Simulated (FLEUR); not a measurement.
# LiH (Fm-3m) in FLEUR: band structure with r2SCAN

Aim: the band structure of LiH with r2SCAN.

Everything below comes from runs of FLEUR MaX-R8.1 (later development tree). Logs are shortened: lines on timing, memory, paths and dates and some standing lists are left out, and cuts for length are marked.

## (1) Starting point

The structure is cubic, space group Fm-3m (No. 225). The conventional cell has a = 4.074 Å, b = 4.074 Å, c = 4.074 Å, α = 90.00°, β = 90.00°, γ = 90.00°. Li (site symmetry m-3m) has 6 H at 2.04 Å as nearest neighbours. H (site symmetry m-3m) is surrounded by 6 Li at 2.04 Å.

## (2) Band structure, r2SCAN

File inp.xml:

```xml
<?xml version="1.0" encoding="UTF-8" standalone="no"?>
<fleurInput fleurInputVersion="0.39">
   <comment>
      LiH                                                                                                 
   </comment>
   <calculationSetup>
      <cutoffs Kmax="4.1" Gmax="13.5" GmaxXC="13.5" numbands="0"/>
      <scfLoop itmax="80" minDistance="0.0001" maxIterBroyd="30" imix="Anderson" alpha="0.05" precondParam="0.0" spinf="2.0" sdNocoIR="T"/>
      <coreElectrons ctail="F" frcor="F" kcrel="0" coretail_lmax="0"/>
      <xcFunctional name="LibXC" relativisticCorrections="F">
         <LibXCName exchange="mgga_x_r2scan" correlation="mgga_c_r2scan"/>
         <AuxGGA exchange="117" correlation="130"/>
      </xcFunctional>
      <magnetism jspins="1"/>
      <soc l_soc="F" theta="0.0" phi="0.0" spav="F"/>
      <expertModes spex="0" secvar="F"/>
      <geometryOptimization l_f="F" forcealpha="1.0" forcemix="BFGS" epsdisp="0.00001" epsforce="0.00001"/>
      <ldaU l_linMix="F" mixParam="0.05" spinf="1.0"/>
   </calculationSetup>
   <cell>
      <bzIntegration valenceElectrons="4.0" mode="hist" fermiSmearingEnergy="0.00183747">
         <kPointListSelection listName="default-1"/>
         <!-- k-points included here -->
         <xi:include xmlns:xi="http://www.w3.org/2001/XInclude" href="kpts.xml"> </xi:include>
      </bzIntegration>
      <!-- symmetry operations included here -->
      <xi:include xmlns:xi="http://www.w3.org/2001/XInclude" href="sym.xml"> </xi:include>
      <bulkLattice scale="1.0">
         <bravaisMatrix>
            <row-1>    0.0000000000000000     3.8488996842790497     3.8488996842790497</row-1>
            <row-2>    3.8488996842790497     0.0000000000000000     3.8488996842790497</row-2>
            <row-3>    3.8488996842790497     3.8488996842790497     0.0000000000000000</row-3>
         </bravaisMatrix>
      </bulkLattice>
   </cell>
   <atomSpecies>
      <species name="Lithium (Li)" element="Li" atomicNumber="3">
         <mtSphere radius="2.02" gridPoints="669" logIncrement="0.015"/>
         <atomicCutoffs lmax="8" lnonsphr="8"/>
         <electronConfig flipSpins="F">
            <coreConfig></coreConfig>
            <valenceConfig>(1s1/2) (2s1/2)</valenceConfig>
            <stateOccupation state="(2s1/2)" spinUp="0.500000" spinDown="0.500000"/>
         </electronConfig>
         <energyParameters s="2" p="2" d="3" f="4"/>
         <lo type="SCLO" l="0" n="1" eDeriv="0"/>
         <lo type="SCLO" l="1" n="2" eDeriv="2"/>
         <lo type="SCLO" l="2" n="3" eDeriv="2"/>
      </species>
      <species name="Hydrogen (H)" element="H" atomicNumber="1">
         <mtSphere radius="1.55" gridPoints="513" logIncrement="0.017"/>
         <atomicCutoffs lmax="8" lnonsphr="8"/>
         <electronConfig flipSpins="F">
            <coreConfig></coreConfig>
            <valenceConfig>(1s1/2)</valenceConfig>
            <stateOccupation state="(1s1/2)" spinUp="0.500000" spinDown="0.500000"/>
         </electronConfig>
         <energyParameters s="1" p="2" d="3" f="4"/>
         <lo type="SCLO" l="0" n="1" eDeriv="2"/>
         <lo type="SCLO" l="1" n="2" eDeriv="2"/>
      </species>
   </atomSpecies>
   <atomGroups>
      <atomGroup species="Lithium (Li)">
         <relPos label="                   1">.0000000000 .0000000000 .0000000000</relPos>
         <force calculate="T" relaxXYZ="TTT"/>
      </atomGroup>
      <atomGroup species="Hydrogen (H)">
         <relPos label="                   2">1.000/2.000 1.000/2.000 1.000/2.000</relPos>
         <force calculate="T" relaxXYZ="TTT"/>
      </atomGroup>
   </atomGroups>
   <output dos="F" band="F" slice="F">
      <checks vchk="F" cdinf="F"/>
      <bandDOS minEnergy="-.5*Htr" maxEnergy="0.5*Htr" sigma="0.015" storeEVData="T"/>
      <vacuumDOS vacdos="F" integ="F" star="F" nstars="0" locx1="0.0" locy1="0.0" locx2="0.0" locy2="0.0" nstm="0" tworkf="0.0"/>
      <unfoldingBand unfoldBand="F" supercellX="1" supercellY="1" supercellZ="1"/>
      <plotting iplot="0" polar="F">
         <plot TwoD="T" vec1="  1.0  0.0  0.0" vec2="  0.0  1.0  0.0" vec3="  0.0  0.0  1.0" zero="  0.0  0.0  0.0" file="plot"/>
      </plotting>
      <chargeDensitySlicing numkpt="0" minEigenval="0.0" maxEigenval="0.0" nnne="0" pallst="F"/>
      <specialOutput eonly="F"/>
      <moessbauerParams electricFieldGradient="T" isomerShift="T" coreHyperfine="T" valenceHyperfine="T"/>
      <magneticCircularDichroism mcd="F" energyLo="-10.0" energyUp="0.0"/>
   </output>
  <!-- We include the file relax.xml here to enable relaxations (see documentation) -->
  <xi:include xmlns:xi="http://www.w3.org/2001/XInclude" href="relax.xml"> <xi:fallback/> </xi:include>
</fleurInput>
```

File crystal.txt:

```
LiH
&input cartesian=F /
0.0000000000  2.0367500000  2.0367500000
2.0367500000  0.0000000000  2.0367500000
2.0367500000  2.0367500000  0.0000000000
1.8897261246
1.0 1.0 1.0

2
3 0.0000000000  0.0000000000  0.0000000000
1 0.5000000000  0.5000000000  0.5000000000

&kpt div1=11 div2=11 div3=11 gamma=T /
```

File inp.xml (bands):

```
<?xml version="1.0" encoding="UTF-8" standalone="no"?>
<fleurInput fleurInputVersion="0.39">
   <comment>
      LiH                                                                                                 
   </comment>
   <calculationSetup>
      <cutoffs Kmax="4.1" Gmax="13.5" GmaxXC="13.5" numbands="0"/>
      <scfLoop itmax="80" minDistance="0.0001" maxIterBroyd="30" imix="Anderson" alpha="0.05" precondParam="0.0" spinf="2.0" sdNocoIR="T"/>
      <coreElectrons ctail="F" frcor="F" kcrel="0" coretail_lmax="0"/>
      <xcFunctional name="LibXC" relativisticCorrections="F">
         <LibXCName exchange="mgga_x_r2scan" correlation="mgga_c_r2scan"/>
         <AuxGGA exchange="117" correlation="130"/>
      </xcFunctional>
      <magnetism jspins="1"/>
      <soc l_soc="F" theta="0.0" phi="0.0" spav="F"/>
      <expertModes spex="0" secvar="F"/>
      <geometryOptimization l_f="F" forcealpha="1.0" forcemix="BFGS" epsdisp="0.00001" epsforce="0.00001"/>
      <ldaU l_linMix="F" mixParam="0.05" spinf="1.0"/>
   </calculationSetup>
   <cell>
      <bzIntegration valenceElectrons="4.0" mode="hist" fermiSmearingEnergy="0.00183747">
         <kPointListSelection listName="path-1"/>
         <!-- k-points included here -->
         <xi:include xmlns:xi="http://www.w3.org/2001/XInclude" href="kpts.xml"> </xi:include>
      </bzIntegration>
      <!-- symmetry operations included here -->
      <xi:include xmlns:xi="http://www.w3.org/2001/XInclude" href="sym.xml"> </xi:include>
      <bulkLattice scale="1.0">
         <bravaisMatrix>
            <row-1>    0.0000000000000000     3.8488996842790497     3.8488996842790497</row-1>
            <row-2>    3.8488996842790497     0.0000000000000000     3.8488996842790497</row-2>
            <row-3>    3.8488996842790497     3.8488996842790497     0.0000000000000000</row-3>
         </bravaisMatrix>
      </bulkLattice>
   </cell>
   <atomSpecies>
      <species name="Lithium (Li)" element="Li" atomicNumber="3">
         <mtSphere radius="2.02" gridPoints="669" logIncrement="0.015"/>
         <atomicCutoffs lmax="8" lnonsphr="8"/>
         <electronConfig flipSpins="F">
            <coreConfig></coreConfig>
            <valenceConfig>(1s1/2) (2s1/2)</valenceConfig>
            <stateOccupation state="(2s1/2)" spinUp="0.500000" spinDown="0.500000"/>
         </electronConfig>
         <energyParameters s="2" p="2" d="3" f="4"/>
         <lo type="SCLO" l="0" n="1" eDeriv="0"/>
         <lo type="SCLO" l="1" n="2" eDeriv="2"/>
         <lo type="SCLO" l="2" n="3" eDeriv="2"/>
      </species>
      <species name="Hydrogen (H)" element="H" atomicNumber="1">
         <mtSphere radius="1.55" gridPoints="513" logIncrement="0.017"/>
         <atomicCutoffs lmax="8" lnonsphr="8"/>
         <electronConfig flipSpins="F">
            <coreConfig></coreConfig>
            <valenceConfig>(1s1/2)</valenceConfig>
            <stateOccupation state="(1s1/2)" spinUp="0.500000" spinDown="0.500000"/>
         </electronConfig>
         <energyParameters s="1" p="2" d="3" f="4"/>
         <lo type="SCLO" l="0" n="1" eDeriv="2"/>
         <lo type="SCLO" l="1" n="2" eDeriv="2"/>
      </species>
   </atomSpecies>
   <atomGroups>
      <atomGroup species="Lithium (Li)">
         <relPos label="                   1">.0000000000 .0000000000 .0000000000</relPos>
         <force calculate="T" relaxXYZ="TTT"/>
      </atomGroup>
      <atomGroup species="Hydrogen (H)">
         <relPos label="                   2">1.000/2.000 1.000/2.000 1.000/2.000</relPos>
         <force calculate="T" relaxXYZ="TTT"/>
      </atomGroup>
   </atomGroups>
   <output dos="F" band="T" slice="F">
      <checks vchk="F" cdinf="F"/>
      <bandDOS minEnergy="-.5*Htr" maxEnergy="0.5*Htr" sigma="0.015" storeEVData="T"/>
      <vacuumDOS vacdos="F" integ="F" star="F" nstars="0" locx1="0.0" locy1="0.0" locx2="0.0" locy2="0.0" nstm="0" tworkf="0.0"/>
      <unfoldingBand unfoldBand="F" supercellX="1" supercellY="1" supercellZ="1"/>
      <plotting iplot="0" polar="F">
         <plot TwoD="T" vec1="  1.0  0.0  0.0" vec2="  0.0  1.0  0.0" vec3="  0.0  0.0  1.0" zero="  0.0  0.0  0.0" file="plot"/>
      </plotting>
      <chargeDensitySlicing numkpt="0" minEigenval="0.0" maxEigenval="0.0" nnne="0" pallst="F"/>
      <specialOutput eonly="F"/>
      <moessbauerParams electricFieldGradient="T" isomerShift="T" coreHyperfine="T" valenceHyperfine="T"/>
      <magneticCircularDichroism mcd="F" energyLo="-10.0" energyUp="0.0"/>
   </output>
  <!-- We include the file relax.xml here to enable relaxations (see documentation) -->
  <xi:include xmlns:xi="http://www.w3.org/2001/XInclude" href="relax.xml"> <xi:fallback/> </xi:include>
</fleurInput>
```

Potentials or basis: all-electron, FLAPW.

On the command line:

```sh
inpgen -f crystal.txt -profile fastHighL
# inp.xml edited to the form shown
fleur_MPI
fleur_MPI   # second run, on inp.xml (bands)
```

Standard output:

```text
Welcome to FLEUR        (www.flapw.de)
      MaX-Release 8.1          (www.max-centre.eu)
 func_ids         498         497         498         497
 MetaGGA potential functional detected - V_tau will be computed
 Auxiliary Potential for radial basis: exchange=         117  correlation=         130
The functional 'Re-regularized SCAN exchange by Furness et al' is an exchange functional, it belongs to the 'MGGA' family and is defined in the reference(s):
[1] J. W. Furness, A. D. Kaplan, J. Ning, J. P. Perdew, and J. Sun.,  J. Phys. Chem. Lett. 11, 8208-8215 (2020)
[2] J. W. Furness, A. D. Kaplan, J. Ning, J. P. Perdew, and J. Sun.,  J. Phys. Chem. Lett. 11, 9248-9248 (2020)
The functional 'Re-regularized SCAN correlation by Furness et al' is a correlation functional, it belongs to the 'MGGA' family and is defined in the reference(s):
[1] J. W. Furness, A. D. Kaplan, J. Ning, J. P. Perdew, and J. Sun.,  J. Phys. Chem. Lett. 11, 8208-8215 (2020)
[2] J. W. Furness, A. D. Kaplan, J. Ning, J. P. Perdew, and J. Sun.,  J. Phys. Chem. Lett. 11, 9248-9248 (2020)
 Using same functional for VXC and EXC

 ========== k-point set info ==========
 Selected k-point list: default-1
 k-point list type: mesh
 11 x 11 x 11
 Number of k points: 56

 ------------Calculation Setup---------------------------
 Number of MPI-tasks      :            1
 Number of PE/node        :            1
 Number of OMP-threads    :            1
 Most efficient MPI parallelization for:
           1           2           4           7           8          14          28          56
 Additional eigenvalue parallelization possible
 Number of basis functions:          174
 Approximate size of matrices (H+S) per k-point:         0.000 GB
 --------------------------------------------------------
The functional 'Hammer, Hansen, and Norskov' is an exchange functional, it belongs to the 'GGA' family and is defined in the reference(s):
[1] B. Hammer, L. B. Hansen, and J. K. Nørskov.,  Phys. Rev. B 59, 7413 (1999)
The functional 'Perdew, Burke & Ernzerhof' is a correlation functional, it belongs to the 'GGA' family and is defined in the reference(s):
[1] J. P. Perdew, K. Burke, and M. Ernzerhof.,  Phys. Rev. Lett. 77, 3865 (1996)
[2] J. P. Perdew, K. Burke, and M. Ernzerhof.,  Phys. Rev. Lett. 78, 1396 (1997)
 Using same functional for VXC and EXC
 Using auxiliary GGA potential for the first iteration of MetaGGA calculation.
Nuclear radius smaller than smallest radial mesh point for atom type 1 -- skipping its core isomer shift
Nuclear radius smaller than smallest radial mesh point for atom type 2 -- skipping its core isomer shift
Nuclear radius smaller than smallest radial mesh point for atom type 1 -- skipping its isomer shift
Nuclear radius smaller than smallest radial mesh point for atom type 2 -- skipping its isomer shift
 Reset of history
 Reset of history
 Iteration:     1   Distance:      11.08818251 me/bohr^3
The functional 'Hammer, Hansen, and Norskov' is an exchange functional, it belongs to the 'GGA' family and is defined in the reference(s):
[1] B. Hammer, L. B. Hansen, and J. K. Nørskov.,  Phys. Rev. B 59, 7413 (1999)
The functional 'Perdew, Burke & Ernzerhof' is a correlation functional, it belongs to the 'GGA' family and is defined in the reference(s):
[1] J. P. Perdew, K. Burke, and M. Ernzerhof.,  Phys. Rev. Lett. 77, 3865 (1996)
[2] J. P. Perdew, K. Burke, and M. Ernzerhof.,  Phys. Rev. Lett. 78, 1396 (1997)
 Using same functional for VXC and EXC
Nuclear radius smaller than smallest radial mesh point for atom type 1 -- skipping its core isomer shift
Nuclear radius smaller than smallest radial mesh point for atom type 2 -- skipping its core isomer shift
Nuclear radius smaller than smallest radial mesh point for atom type 1 -- skipping its isomer shift
Nuclear radius smaller than smallest radial mesh point for atom type 2 -- skipping its isomer shift
 Iteration:     2   Distance:       9.88808387 me/bohr^3
The functional 'Hammer, Hansen, and Norskov' is an exchange functional, it belongs to the 'GGA' family and is defined in the reference(s):
[1] B. Hammer, L. B. Hansen, and J. K. Nørskov.,  Phys. Rev. B 59, 7413 (1999)
The functional 'Perdew, Burke & Ernzerhof' is a correlation functional, it belongs to the 'GGA' family and is defined in the reference(s):
[1] J. P. Perdew, K. Burke, and M. Ernzerhof.,  Phys. Rev. Lett. 77, 3865 (1996)
[2] J. P. Perdew, K. Burke, and M. Ernzerhof.,  Phys. Rev. Lett. 78, 1396 (1997)
 Using same functional for VXC and EXC
Nuclear radius smaller than smallest radial mesh point for atom type 1 -- skipping its core isomer shift
Nuclear radius smaller than smallest radial mesh point for atom type 2 -- skipping its core isomer shift
Nuclear radius smaller than smallest radial mesh point for atom type 1 -- skipping its isomer shift
Nuclear radius smaller than smallest radial mesh point for atom type 2 -- skipping its isomer shift
[... 94 lines left out ...]
 Using same functional for VXC and EXC
Nuclear radius smaller than smallest radial mesh point for atom type 1 -- skipping its core isomer shift
Nuclear radius smaller than smallest radial mesh point for atom type 2 -- skipping its core isomer shift
Nuclear radius smaller than smallest radial mesh point for atom type 1 -- skipping its isomer shift
Nuclear radius smaller than smallest radial mesh point for atom type 2 -- skipping its isomer shift
 Iteration:    12   Distance:       0.00055387 me/bohr^3
The functional 'Hammer, Hansen, and Norskov' is an exchange functional, it belongs to the 'GGA' family and is defined in the reference(s):
[1] B. Hammer, L. B. Hansen, and J. K. Nørskov.,  Phys. Rev. B 59, 7413 (1999)
The functional 'Perdew, Burke & Ernzerhof' is a correlation functional, it belongs to the 'GGA' family and is defined in the reference(s):
[1] J. P. Perdew, K. Burke, and M. Ernzerhof.,  Phys. Rev. Lett. 77, 3865 (1996)
[2] J. P. Perdew, K. Burke, and M. Ernzerhof.,  Phys. Rev. Lett. 78, 1396 (1997)
 Using same functional for VXC and EXC
Nuclear radius smaller than smallest radial mesh point for atom type 1 -- skipping its core isomer shift
Nuclear radius smaller than smallest radial mesh point for atom type 2 -- skipping its core isomer shift
Nuclear radius smaller than smallest radial mesh point for atom type 1 -- skipping its isomer shift
Nuclear radius smaller than smallest radial mesh point for atom type 2 -- skipping its isomer shift
 Iteration:    13   Distance:       0.00002669 me/bohr^3

 ********************************************************************
 Run finished successfully
 Stop message:
   all done
 ********************************************************************
```

Run time: 14 s. Hardware: 1 thread of Arm Neoverse V1, shared host; peak memory 0.06 GiB.

What came out:

```yaml
Free_energy: -222.0096 eV
Band_gap_on_the_k_mesh: 3.82 eV, direct
Band_gap_along_the_path: 3.63 eV, direct
Valence_electrons_inside_the_program's_atomic_spheres: Li 2.25; H 0.93 (radii Li 2.02, H 1.55 bohr)
```

Levels at the corners of the path, in eV from the valence-band top:
```tsv
point	band 1	band 2	band 3	band 4	band 5
Γ	-45.63	-5.34	16.82	18.67	18.67
X	-45.58	0.00	3.63	11.48	11.48
W	-45.58	-0.19	5.93	5.93	12.29
K	-45.58	-0.46	4.79	8.14	12.63
Γ	-45.63	-5.34	16.82	18.67	18.67
L	-45.59	-2.47	5.39	14.44	17.50
U	-45.58	-0.46	4.79	8.14	12.63
W	-45.58	-0.19	5.93	5.93	12.29
L	-45.59	-2.47	5.39	14.44	17.50
K	-45.58	-0.46	4.79	8.14	12.63
U	-45.58	-0.46	4.79	8.14	12.63
X	-45.58	0.00	3.63	11.48	11.48
```

Caveat: the meta-GGA is that of a development version, with a GGA for the radial functions and cores and without core tails; the mesh misses the band edges, which the band path finds closer together.
